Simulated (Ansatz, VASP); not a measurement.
## GaP in VASP and in Ansatz

The input INCAR:

```
  ALGO = Normal
  EDIFF = 1E-7
  ENCUT = 520
  GGA = PS
  ISIF = 2
  ISMEAR = 0
  LASPH = T
  LCHARG = F
  LREAL = F
  LWAVE = F
  NBANDS = 16
  NELM = 100
  PREC = Accurate
  SIGMA = 0.05
```

Contents of KPOINTS:

```
k-points
0
Gamma
  10 10 10
```

Contents of POSCAR:

```
GaP
1.0
    0.0000000000      2.8168733545      2.5997908210
    2.5997908210      0.0000000000      2.5997908210
    2.5997908210      2.8168733545      0.0000000000
Ga P
1 1
Direct
    0.0000000000      0.0000000000      0.0000000000
    0.7500000000      0.7500000000      0.7500000000
```

Input for Ansatz:

```yaml
crystal:
  lattice:
    - [0.0, 2.8168733545, 2.599790821]
    - [2.599790821, 0.0, 2.599790821]
    - [2.599790821, 2.8168733545, 0.0]
  atoms:
    - { symbol: Ga, position: [0.0, 0.0, 0.0] }
    - { symbol: P, position: [0.75, 0.75, 0.75] }
basis:
  ecutwfc: 420
kpoints:
  mp_grid: { grid: [10, 10, 10] }
hamiltonian:
  xc: pbesol
  pseudopotentials: { kind: paw, azcp: { folder: soft_1 } }
scf:
  occupations: { method: gaussian, width: 0.05 }
output:
  forces: true
  stress: true
  eigenvalues: true
```

Alike in both runs: task single point; functional PBEsol; k mesh 10 × 10 × 10; occupations gaussian, width 0.05 eV; no spin polarisation.

```csv
,VASP,Ansatz
version,VASP 6.6.1,Ansatz 0.2.0
potentials or method,"VASP PAW PBE potentials, release 64 (Ga_d, P)","scalar-relativistic, plane waves, PAW"
plane-wave cutoff (eV),520,420
valence electrons in the cell,18,18
```

Ansatz gave:

- gap on the k mesh at the Fermi level (eV): 0.97
- least direct gap on the mesh (eV): 2.01
- pressure (GPa): 5.1
- largest component of the traceless stress (GPa): 4.64

Q: Estimate VASP's values.

A: gap on the k mesh at the Fermi level (eV): 0.97; least direct gap on the mesh (eV): 2.02; pressure (GPa): 5.0; largest component of the traceless stress (GPa): 4.66.

Ansatz warned: «pseudo_functional_mismatch».

Caveats: the PAW data sets were made with another functional, which shifts forces and pressure a little (VASP). A k mesh can miss the band edges.
